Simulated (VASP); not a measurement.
# AgCl (Chlorargyrite) (Fm-3m) in VASP: settings compared

Aim: see how the results for AgCl (Chlorargyrite) move with the level of theory and the settings. Levels: PBE, LDA, PBEsol. Tasks: relaxation of the atoms, single point, relaxation of cell and atoms.

All numbers are computed with VASP 6.6.1; they aren't measurements. Logs are shortened: lines on timing, memory, paths and dates and some standing lists are left out, and cuts for length are marked.

**What was measured.**

From a printed reference work, data compilation, for a bulk crystal of AgCl: band gap 3.249 eV (indirect).

The results are compared with them further down.

### Step 1. Starting point

The structure is cubic, space group Fm-3m (No. 225). The conventional cell has a = 5.470 Å, b = 5.470 Å, c = 5.470 Å, α = 90.00°, β = 90.00°, γ = 90.00°. Ag (site symmetry m-3m) has 6 Cl at 2.73 Å as nearest neighbours. Cl (site symmetry m-3m) is surrounded by 6 Ag at 2.73 Å.

### Step 2. Relaxation of the atoms, PBE (a relaxed cell with its volume scaled by 1.02)

Input file INCAR:

```
SYSTEM = AgCl
  ALGO = Fast
  EDIFF = 1E-7
  EDIFFG = -0.01
  ENCUT = 300
  GGA = PE
  IBRION = 2
  ISIF = 2
  ISMEAR = 0
  LASPH = .TRUE.
  LCHARG = .FALSE.
  LREAL = .FALSE.
  LWAVE = .FALSE.
  NELM = 80
  NSW = 40
  PREC = Accurate
  SIGMA = 0.03
```

Input file KPOINTS:

```
k-points
0
G
  4 4 4
  0 0 0
```

Input file POSCAR:

```
AgCl                                    
1.0
    0.0000000000      2.8174169454      2.8174169454
    2.8174169454     -0.0000000000      2.8174169454
    2.8174169454      2.8174169454     -0.0000000000
  Ag              Cl            
     1     1
Direct
     0.0000000000000000    0.0000000000000000    0.0000000000000000
     0.5000000000000000    0.5000000000000000    0.5000000000000000
```

Potentials or basis: VASP PAW PBE potentials, release 64 (Ag, Cl).

The run is started by

```sh
> cat potpaw_PBE.64/Ag/POTCAR potpaw_PBE.64/Cl/POTCAR > POTCAR
> mpirun -np 1 vasp_std > vasp.out
```

OUTCAR:

```text
SYSTEM = AgCl
   EDIFF = 1E-7
   EDIFFG = -0.01
   ENCUT = 300
   GGA = PE
   IBRION = 2
   ISIF = 2
   ISMEAR = 0
   LASPH = .TRUE.
   LREAL = .FALSE.
   NELM = 80
   NSW = 40
   PREC = Accurate

 ion  position               nearest neighbor table
   1  0.000  0.000  0.000-   2 2.82   2 2.82   2 2.82   2 2.82   2 2.82   2 2.82
   2  0.500  0.500  0.500-   1 2.82   1 2.82   1 2.82   1 2.82   1 2.82   1 2.82

  LATTYP: Found a face centered cubic cell.
 ALAT       =     5.6348338908

  Lattice vectors:

 A1 = (   0.0000000000,   2.8174169454,   2.8174169454)
 A2 = (   2.8174169454,   0.0000000000,   2.8174169454)
 A3 = (   2.8174169454,   2.8174169454,   0.0000000000)

Analysis of symmetry for initial positions (statically):
=====================================================================
 Subroutine PRICEL returns:
 Original cell was already a primitive cell.

 Routine SETGRP: Setting up the symmetry group for a
 face centered cubic supercell.

 Subroutine GETGRP returns: Found 48 space group operations
 (whereof 48 operations were pure point group operations)
 out of a pool of 48 trial point group operations.

The static configuration has the point symmetry O_h .

Analysis of symmetry for dynamics (positions and initial velocities):
=====================================================================
 Subroutine PRICEL returns:
 Original cell was already a primitive cell.

 Routine SETGRP: Setting up the symmetry group for a
 face centered cubic supercell.

 Subroutine GETGRP returns: Found 48 space group operations
 (whereof 48 operations were pure point group operations)
 out of a pool of 48 trial point group operations.

The dynamic configuration has the point symmetry O_h .

 Subroutine INISYM returns: Found 48 space group operations
 (whereof 48 operations are pure point group operations),
 and found     1 'primitive' translations

----------------------------------------------------------------------------------------

                                     Primitive cell

  volume of cell :      44.7284

  direct lattice vectors                    reciprocal lattice vectors
     0.000000000  2.817416945  2.817416945    -0.177467521  0.177467521  0.177467521
     2.817416945  0.000000000  2.817416945     0.177467521 -0.177467521  0.177467521
     2.817416945  2.817416945  0.000000000     0.177467521  0.177467521 -0.177467521

  length of vectors
     3.984429255  3.984429255  3.984429255     0.307382762  0.307382762  0.307382762

  position of ions in fractional coordinates (direct lattice)
     0.000000000  0.000000000  0.000000000
     0.500000000  0.500000000  0.500000000

  ion indices of the primitive-cell ions
   primitive index   ion index
                 1           1
                 2           2

----------------------------------------------------------------------------------------

 KPOINTS: k-points

Automatic generation of k-mesh.
 Grid dimensions read from file:
 generate k-points for:    4    4    4

 Generating k-lattice:

  Cartesian coordinates                     Fractional coordinates (reciprocal lattice)
    -0.044366880  0.044366880  0.044366880     0.250000000  0.000000000  0.000000000
     0.044366880 -0.044366880  0.044366880     0.000000000  0.250000000  0.000000000
     0.044366880  0.044366880 -0.044366880     0.000000000  0.000000000  0.250000000

  Length of vectors
     0.076845691  0.076845691  0.076845691

  Shift w.r.t. Gamma in fractional coordinates (k-lattice)
     0.000000000  0.000000000  0.000000000

 Subroutine IBZKPT returns following result:
 ===========================================

 Found      8 irreducible k-points:

 Following reciprocal coordinates:
            Coordinates               Weight
  0.000000  0.000000  0.000000      1.000000
  0.250000  0.000000  0.000000      8.000000
  0.500000  0.000000  0.000000      4.000000
  0.250000  0.250000  0.000000      6.000000
  0.500000  0.250000  0.000000     24.000000
 -0.250000  0.250000  0.000000     12.000000
  0.500000  0.500000  0.000000      3.000000
 -0.250000  0.500000  0.250000      6.000000
   k-points           NKPTS =      8   k-points in BZ     NKDIM =      8   number of bands    NBANDS=     13
   number of dos      NEDOS =    301   number of ions     NIONS =      2
   total plane-waves  NPLWV =  13824
   dimension x,y,z NGX =    24 NGY =   24 NGZ =   24
   dimension x,y,z NGXF=    48 NGYF=   48 NGZF=   48
   ions per type =               1   1
   NGX,Y,Z   is equivalent  to a cutoff of  10.01, 10.01, 10.01 a.u.
   NGXF,Y,Z  is equivalent  to a cutoff of  20.03, 20.03, 20.03 a.u.
 SYSTEM =  AgCl
   PREC   = accura    normal or accurate (medium, high low for compatibility)
   ISTART =      0    job   : 0-new  1-cont  2-samecut
   ICHARG =      2    charge: 1-file 2-atom 10-const
   ISPIN  =      1    spin polarized calculation?
   LNONCOLLINEAR =      F non collinear calculations
   LSORBIT =      F    spin-orbit coupling
   LASPH  =      T    aspherical Exc in radial PAW
   ENCUT  =  300.0 eV  22.05 Ry    4.70 a.u.   5.63  5.63  5.63*2*pi/ulx,y,z
   NELM   =     80;   NELMIN=  2; NELMDL= -5     # of ELM steps
   EDIFF  = 0.1E-06   stopping-criterion for ELM
   LREAL  =      F    real-space projection
   EDIFFG = -.1E-01   stopping-criterion for IOM
   NSW    =     40    number of steps for IOM
   IBRION =      2    ionic relax: 0-MD 1-quasi-New 2-CG
   NFREE  =      1    steps in history (QN), initial steepest desc. (CG)
   ISIF   =      2    stress and relaxation
   ISYM   =      2    0-nonsym 1-usesym 2-fastsym
   POTIM  = 0.5000    time-step for ionic-motion
   TEBEG  =    0.0;   TEEND  =   0.0 temperature during run
   PSTRESS=    0.0 pullay stress
   NELECT =      18.0000    total number of electrons
   NUPDOWN=      -1.0000    fix difference up-down
   EMIN   =  10.00;   EMAX   =-10.00  energy-range for DOS
   EFERMI =   0.00;   METHOD = LEGACY
   ISMEAR =     0;   SIGMA  =   0.03  broadening in eV -4-tet -1-fermi 0-gaus
   EFERMI_NEDOS =   21; number of points for ismear=-14 and -15
   IALGO  =     68    algorithm
   IMIX   =      4    mixing-type and parameters
     AMIX     =   0.40;   BMIX     =  1.00
     AMIX_MAG =   1.60;   BMIX_MAG =  1.00
  volume/ion in A,a.u.               =      22.36       150.92
  Fermi-wavevector in a.u.,A,eV,Ry     =   1.208661  2.284038 19.876230  1.460862
  Thomas-Fermi vector in A             =   2.344262
   LORBIT       =      0    0 simple, 1 ext, 2 COOP (PROOUT), +10 PAW based schemes
   GGA     = PE    functional components
   LHFCALC =     F    Hartree Fock is set to
   AEXX    =    0.0000 exact exchange contribution
   IVDW    =     0    specifies the selected vdW correction
   LEPSILON=     F    determine dielectric tensor
   LRPA    =     F    only Hartree local field effects (RPA)
 conjugate gradient relaxation of ions
 non-spin polarized calculation
 RMM-DIIS sequential band-by-band and
 Gauss-broadening in eV      SIGMA  =   0.03
  energy-cutoff  :      300.00
  volume of cell :       44.73
 maximum number of plane-waves:       544
 NGX is ok and might be reduce to    24
   NGX = 11   NGY = 11   NGZ = 11

 number of electron      18.0000001 magnetization

 Free energy of the ion-electron system (eV)
  ---------------------------------------------------
  ext. energy  EPLUGINS =         0.00000000
  ---------------------------------------------------
  free energy    TOTEN  =        -5.39289812 eV

  energy without entropy =       -5.39289812  energy(sigma->0) =       -5.39289812

 E-fermi :   3.3908     XC(G=0):  -9.7161

 val. band max:        3.2453227827   @ k =   0.5000   0.0000   0.0000
 cond. band min:       4.1536041708   @ k =   0.0000   0.0000   0.0000
 fundamental gap:      0.9082813880
 Fermi energy:         3.3908401811

 k-point     1 :       0.0000    0.0000    0.0000
  band No.  band energies     occupation
      1     -11.5993      2.00000
      2       0.9852      2.00000
      3       0.9852      2.00000
      4       0.9852      2.00000
      5       1.0236      2.00000
      6       1.0236      2.00000
      7       1.1131      2.00000
      8       1.1131      2.00000
      9       1.1131      2.00000
     10       4.1536      0.00000
     11      14.1231      0.00000
     12      14.1231      0.00000
     13      14.1231      0.00000

 k-point     2 :       0.2500    0.0000    0.0000
  band No.  band energies     occupation
      1     -11.4154      2.00000
      2      -0.6273      2.00000
      3      -0.1506      2.00000
      4      -0.1506      2.00000
      5       1.1451      2.00000
      6       1.1451      2.00000
      7       1.3837      2.00000
      8       2.5135      2.00000
      9       2.5135      2.00000
     10       6.1222      0.00000
     11      11.0592      0.00000
     12      12.4476      0.00000
     13      12.4476      0.00000

 k-point     3 :       0.5000    0.0000    0.0000
  band No.  band energies     occupation
      1     -11.2168      2.00000
      2      -1.6154      2.00000
      3      -0.6109      2.00000
      4      -0.6109      2.00000
      5       1.3097      2.00000
      6       1.3097      2.00000
      7       1.6007      2.00000
      8       3.2453      2.00000
      9       3.2453      2.00000
     10       7.6018      0.00000
     11       9.5121      0.00000
     12      10.9930      0.00000
     13      10.9930      0.00000
[... 49 lines left out ...]
 k-point     7 :       0.5000    0.5000    0.0000
  band No.  band energies     occupation
      1     -11.1976      2.00000
      2      -0.7392      2.00000
      3       0.4336      2.00000
      4       0.4336      2.00000
      5       0.6985      2.00000
      6       1.1922      2.00000
      7       1.4168      2.00000
      8       1.4168      2.00000
      9       1.4736      2.00000
     10       5.6848      0.00000
     11      11.3355      0.00000
     12      11.7196      0.00000
     13      14.5046      0.00000

 k-point     8 :      -0.2500    0.5000    0.2500
  band No.  band energies     occupation
      1     -11.1693      2.00000
      2      -0.6488      2.00000
      3      -0.4293      2.00000
      4      -0.4293      2.00000
      5       1.3968      2.00000
      6       1.3968      2.00000
      7       1.4030      2.00000
      8       1.4170      2.00000
      9       2.1687      2.00000
     10       7.3692      0.00000
     11      11.1209      0.00000
     12      11.1209      0.00000
     13      11.2222      0.00000

------------------------ aborting loop because EDIFF is reached ----------------------------------------

  FORCE on cell =-STRESS in cart. coord.  units (eV):
  Direction    XX          YY          ZZ          XY          YZ          ZX
  --------------------------------------------------------------------------------------
  -------------------------------------------------------------------------------------
  Total       -0.2262897     -0.2262897     -0.2262897      0.0000000     -0.0000000      0.0000000
  in kB       -8.1057277     -8.1057277     -8.1057277      0.0000000     -0.0000000      0.0000000
  external PRESSURE =      -8.1057277 kB  Pullay stress =       0.0000000 kB

 VOLUME and BASIS-vectors are now :
 -----------------------------------------------------------------------------
  energy-cutoff  :      300.00
  volume of cell :       44.73
      direct lattice vectors                 reciprocal lattice vectors
     0.000000000  2.817416945  2.817416945    -0.177467521  0.177467521  0.177467521
     2.817416945  0.000000000  2.817416945     0.177467521 -0.177467521  0.177467521
     2.817416945  2.817416945  0.000000000     0.177467521  0.177467521 -0.177467521

 POSITION                                       TOTAL-FORCE (eV/Angst)
 -----------------------------------------------------------------------------------
      0.00000      0.00000      0.00000         0.000000      0.000000      0.000000
      2.81742      2.81742      2.81742         0.000000      0.000000      0.000000
 -----------------------------------------------------------------------------------
    total drift:                                0.000000     -0.000000     -0.000000

  FREE ENERGIE OF THE ION-ELECTRON SYSTEM (eV)
  ---------------------------------------------------
  free  energy   TOTEN  =        -5.3928981197 eV

  energy  without entropy=       -5.3928981197  energy(sigma->0) =       -5.39289812

 reached required accuracy - stopping structural energy minimisation
```

Run time: 2.4 s. Hardware: 1 thread of Intel Xeon 6975P-C (Granite Rapids), shared host; peak memory 0.13 GiB.

Results:

* Free energy: -5.3929 eV
* Pressure after relaxing: -0.8 GPa
* Band gap on the k mesh: 0.91 eV, indirect (least direct gap 3.04 eV)

Final structure:
```yaml
crystal:
  lattice:
    - [0.00000, 2.81742, 2.81742]
    - [2.81742, 0.00000, 2.81742]
    - [2.81742, 2.81742, 0.00000]
  atoms:
    - { symbol: Ag, position: [0.00000, 0.00000, 0.00000] }
    - { symbol: Cl, position: [0.50000, 0.50000, 0.50000] }
```

Levels at points of the mesh, in eV from the valence-band top:
```tsv
k point	band 6	band 7	band 8	band 9	band 10	band 11	band 12	band 13
(0.00, 0.00, 0.00)	-2.22	-2.13	-2.13	-2.13	0.91	10.88	10.88	10.88
(0.50, 0.00, 0.00)	-1.94	-1.64	0.00	0.00	4.36	6.27	7.75	7.75
(0.50, 0.50, 0.00)	-2.05	-1.83	-1.83	-1.77	2.44	8.09	8.47	11.26
```

Caveat: the k mesh is coarse (spacing up to 0.48 Å⁻¹), so the values aren't converged; the cutoff is under 1.25 times the usual one of these potentials, so pressure, stress and relaxed cells hold a basis-set (Pulay) error; the relaxation stopped at its first step, so nothing moved.

(Continued in part 2 of 2.)
